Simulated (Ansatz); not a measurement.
The system is TiB2.

```xyz
3
Lattice="3.0292 0.0000 0.0000 -1.5146 2.6234 0.0000 0.0000 0.0000 3.2284" Properties=species:S:1:pos:R:3 pbc="T T T"
Ti    0.0000    0.0000    0.0000
B     1.5146    0.8745    1.6142
B     0.0000    1.7489    1.6142
```

A run of Ansatz 0.2.0 on this cell left the log below. Logs are shortened: lines on timing, memory, paths and dates and some standing lists are left out, and cuts for length are marked.

```text
Warning: RAYON_NUM_THREADS=2 ignored (pool sized by the plan → 2); use --threads N
Engine: ansatz 0.2.0, x86_64-unknown-linux-gnu
Pseudopotentials: kind: paw
Pseudopotential: Ti, paw, valence charge 12, recommended cutoff 420 eV (normal), Ti.paw.azcp
Pseudopotential: B, paw, valence charge 3, recommended cutoff 420 eV (normal), B.paw.azcp
Functional definition: PBE
  parameter kappa = 0.804
  parameter beta = 0.06672455060314922
  exchange = pbe_x(kappa = kappa, mu = beta*pi^2/3)
  correlation = pbe_c(beta = beta)
Crystal: 3 atoms, lattice volume = 25.655 Å³
Basis set: ecut = 420 eV, 503 PW (Γ), exchange–correlation on 48×48×48 points (8 copies of the dense FFT grid, shifted against one another)
Bands: 13, of which v1, the nominal top of the filled ones, is band 9 counted from 1 (8 counted from 0)
Symmetry: 24 space group operations
Space group: P6/mmm (ITA 191), of the structure as read, at distance tolerance 2.9e-5 Å
k-points: 70 of 800
Non-local potential: Ti, projectors of the file, l = 0: 3, l = 1: 2, l = 2: 3, l = 3: 1
Non-local potential: B, projectors of the file, l = 0: 2, l = 1: 2, l = 2: 1
PAW form: soft (Blöchl's): semilocal exchange-correlation on the pseudo side does not see the compensation charge
PAW one-centre angular grid: Ti, 590 points (default); XC on 64 Gauss nodes
PAW one-centre angular grid: B, 110 points (default); XC on 64 Gauss nodes
Initial density: superposition of atomic densities (neutral atoms: chi_scale 0, normalization atom), corrected by the library's trained network
Initial wavefunctions: pseudopotential atomic-orbital guess
Functional: x = pbe(κ = 0.804, μ = 0.2195149727645171), c = pbe(β = 0.06672455060314922)
SCF iter   1: F=—  HF=-2814.685701 eV  |F-HF|=—  |Δ(HF+E_count)|=         —  Δρ=3.48e-3  dr2=2.34e-3  ethr=1.77e-3  ⟨swp⟩=4.5  Hψ=4303  notcnv=0
preconditioner: auto → none  [metal: Δε(μ)=0.011 eV  Ē_g=8.106 eV  σ=0.019 eV  W_gap=0.31  n_scr=8 (ndim 8)  ℏωp=23.2 eV  f_vac=0.000  D(μ)=1.86/eV (n_scr^D=20)  sad-step TF]
SCF iter   2: F=—  HF=-2814.685054 eV  |F-HF|=—  |Δ(HF+E_count)|=   6.47e-4  Δρ=1.85e-3  dr2=7.82e-4  ethr=1.30e-5  ⟨swp⟩=2.2  Hψ=1805  notcnv=0  defer=1
SCF iter   3: F=—  HF=-2814.684878 eV  |F-HF|=—  |Δ(HF+E_count)|=   1.76e-4  Δρ=1.56e-4  dr2=5.92e-6  ethr=4.35e-6  ⟨swp⟩=2.8  Hψ=1663  notcnv=0  defer=1
SCF iter   4: F=—  HF=-2814.684866 eV  |F-HF|=—  |Δ(HF+E_count)|=   1.17e-5  Δρ=4.66e-5  dr2=5.11e-7  ethr=3.29e-8  ⟨swp⟩=2.6  Hψ=1443  notcnv=0  defer=1
iter 5 did not close the SCF: its close was put off for the readings that it lacked (scf_convergence_deferred on its scf_iter line)
SCF iter   5: F=-2814.684866 eV  HF=-2814.684866 eV  |F-HF|=4.18e-10  |Δ(HF+E_count)|=   1.77e-7  Δρ=6.68e-6  dr2=8.51e-9  ethr=2.84e-9  ⟨swp⟩=2.7  Hψ=1510  notcnv=0  defer=1
SCF iter   6: F=-2814.684866 eV  HF=-2814.684866 eV  |F-HF|=6.55e-11  |Δ(HF+E_count)|=   3.30e-9  Δρ=7.65e-7  dr2=1.34e-10  ethr=4.73e-11  ⟨swp⟩=1.8  Hψ=2743  notcnv=0
SCF 1 converged in 6 iterations: F = -2814.684866 eV  dr2 = 1.34e-10
  greatest PAW one-centre occupation: 0.999 electrons in one spin orbital (limit 2), on the Ti atom at site 0 (counted from 0), in its partial waves of l = 0
SCF converged after 6 iterations
Free energy (F): -2814.684866 eV
Harris-Foulkes:  -2814.684866 eV  (|F-HF|=6.55e-11)
Internal energy: -2814.684495 eV  (E = F + TS)
E sigma→0 (E₀):  -2814.684680 eV
Entropy (-TS):   -0.000371 eV (-0.124 meV/atom)
Fermi energy:    15.111050 eV
--- Per-component energies (eV) ---
  E_band       = -93.666833
  E_kinetic    = 376.018159
  E_local      = -787.425919  (includes V_loc(G=0)·N_el)
  E_nonlocal   = 28.806677
  E_hartree    = 333.819773
  E_xc         = -165.110453
  E_vxc        = -202.813951  (∫ρ·V_xc dr)
  E_paw        = -1204.609912  (= ΣΔE_a)
  E_vpaw       = -175.891577  (= ΣTr[D̂ρ^β])
  E_aug_tail   = 0.000100  (compensation charges beyond the density's cutoff)
  E_ewald      = -1396.182920
  E_smearing   = -0.000371  (= −TS)
  E_closure    = 0.000000  (closes the sum)
  Σ components = -2814.684866   (vs F -2814.684866, Δ=0.00e0)
--- Forces (eV/Å), atoms counted from 1 ---
  atom   1  Ti    -0.00000000    -0.00000000     0.00000000
  atom   2  B     -0.00000000     0.00000000     0.00000000
  atom   3  B      0.00000000    -0.00000000     0.00000000
  max |Σ_I F_I| component: 5.55e-17 eV/Å
--- Stress (GPa, compression-positive) ---
        0.323183       0.000000      -0.000000
       -0.000000       0.323183      -0.000000
       -0.000000      -0.000000       0.266599
  P = ⅓ Tr σ = 0.3043 GPa (3.043 kbar)
--- Band table (eV; the first three rows and the last of 70) ---
  k-point 0: bands = ["-41.7545", "-18.1015", "-17.8061", "-17.8061", "1.6604", "12.5649", "12.5649", "12.8422", "13.0585", "17.0706", "17.0706", "18.8200", "18.8200"]
  k-point 1: bands = ["-41.7524", "-18.1313", "-17.8037", "-17.8037", "1.8664", "11.3159", "12.7292", "12.7292", "14.3747", "16.5949", "16.5949", "18.4664", "18.4664"]
  k-point 2: bands = ["-41.7472", "-18.2026", "-17.7980", "-17.7980", "2.4337", "9.6408", "13.2106", "13.2106", "15.5592", "15.7923", "15.7923", "17.5566", "17.5566"]
  k-point 69: bands = ["-41.6801", "-18.1967", "-18.0930", "-18.0178", "6.1110", "7.1213", "9.5242", "11.8062", "12.1126", "17.6814", "19.1076", "19.2585", "19.5469"]
```

Q: What input gives this log?

A: Single point with PBE, no spin polarisation. The files as run (others can give the same):

input.yaml
```yaml
crystal:
  lattice:
    - [3.0292, 0.0, 0.0]
    - [-1.5146, 2.6233641531, 0.0]
    - [0.0, 0.0, 3.2284]
  atoms:
    - { symbol: Ti, position: [0.0, 0.0, 0.0] }
    - { symbol: B, position: [0.6666666667, 0.3333333333, 0.5] }
    - { symbol: B, position: [0.3333333333, 0.6666666667, 0.5] }
hamiltonian:
  xc: pbe
  pseudopotentials: { kind: paw }
kpoints:
  mp_grid: { grid: [10, 10, 8] }
scf:
  occupations: { method: gaussian, width: 0.019 }
output:
  forces: true
  stress: true
  eigenvalues: true
```

Potentials or basis: Ansatz PAW.
Launch:
```sh
$ ansatz run input.yaml --threads 2 --pin off --max-ram 5632MiB --backend cpu --events-out ev --progress --plain --runs-dir out
```
